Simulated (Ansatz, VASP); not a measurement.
Two plane-wave programs on B

```
B
1.0
     1.88501    0.00000    0.00000
     0.00000    1.88501    0.00000
     0.00000    0.00000    1.88501
B
1
Direct
  0.50000 0.50000 0.50000
```

Alike in both runs: functional PBE; k mesh 28 × 28 × 28; occupations gaussian, width 0.1 eV; no spin polarisation.

Ansatz relaxed the structure, and its values are those at the end. VASP's run is a single point on that final structure, the one shown.

|  | VASP | Ansatz |
| --- | --- | --- |
| version | VASP 6.6.1 | Ansatz 0.2.0 |
| potentials or method | VASP PAW PBE potentials, release 64 (B) | scalar-relativistic, plane waves, PAW |
| plane-wave cutoff (eV) | 520 | 420 |
| valence electrons in the cell | 3 | 3 |

|  | VASP | Ansatz | Ansatz less VASP |
| --- | --- | --- | --- |
| gap on the k mesh at the Fermi level (eV) | none | none | - |
| pressure (GPa) | 0.1 | 0.0 | -0.06 |

A gap of «none» marks a metal or a gap that the smearing closes. With one functional, cell and mesh, what is left measures potentials, basis and numerics.
